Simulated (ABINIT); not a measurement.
## Tm: single point with PBE

Tm:

```
CELL_PARAMETERS angstrom
-1.97055 1.97055 1.97055
1.97055 -1.97055 1.97055
1.97055 1.97055 -1.97055
ATOMIC_POSITIONS crystal
Tm 0.00000 0.00000 0.00000
```

This isn't the form of Tm at room conditions, which is hcp.

```
Program             : ABINIT 10.8.3 (patched build)
Task                : single point
Functional          : PBE
Potentials or basis : Ansatz PAW PBE default generated set, frozen core
Cutoff              : 419 eV
k mesh              : 10 × 10 × 10
Occupations         : cold-b (ABINIT), width 0.2 eV
Spin                : collinear spin, ferromagnetic start
Starting moments    : [2.0] μB
```

```
Pressure                                              : 2.6 GPa
Band gap on the k mesh                                : none (metal or under the smearing width)
Net moment                                            : -0.12 μB per cell
Site moments                                          : Tm -0.06 μB
Valence electrons inside the program's atomic spheres : Tm 21.08 (radii [1.396] Å)
```

Levels at points of the mesh, in eV from the Fermi level:
Spin up:
| k point | band 8 | band 9 | band 10 | band 11 | band 12 | band 13 | band 14 | band 15 | band 16 | band 17 |
| --- | --- | --- | --- | --- | --- | --- | --- | --- | --- | --- |
| (0.00, 0.00, 0.00) | -0.57 | -0.05 | -0.05 | -0.05 | 0.02 | 3.13 | 3.13 | 3.13 | 5.37 | 5.37 |
| (0.50, 0.00, 0.00) | -0.43 | -0.16 | -0.15 | -0.11 | -0.03 | 1.26 | 1.42 | 5.21 | 6.28 | 8.50 |
| (0.50, 0.50, 0.50) | -0.38 | -0.38 | -0.21 | -0.17 | -0.17 | -0.17 | 6.59 | 6.59 | 6.59 | 7.73 |
Spin down:
| k point | band 8 | band 9 | band 10 | band 11 | band 12 | band 13 | band 14 | band 15 | band 16 | band 17 |
| --- | --- | --- | --- | --- | --- | --- | --- | --- | --- | --- |
| (0.00, 0.00, 0.00) | -0.36 | -0.36 | -0.22 | -0.22 | -0.22 | 3.11 | 3.11 | 3.11 | 5.29 | 5.29 |
| (0.50, 0.00, 0.00) | -0.45 | -0.35 | -0.13 | -0.11 | -0.06 | 1.21 | 1.34 | 5.15 | 6.21 | 8.50 |
| (0.50, 0.50, 0.50) | -0.47 | -0.47 | -0.47 | 0.00 | 0.00 | 0.00 | 6.50 | 6.50 | 6.50 | 7.73 |

It took 3.7 min on 1 thread of Arm Neoverse V1 (shared host), peak memory 0.33 GiB.

Caveat: the magnetic or orbital state may not be the lowest; spin-orbit coupling is left out, which moves the levels of the heavy elements. The state reached can hang on the start; a lower one may exist.
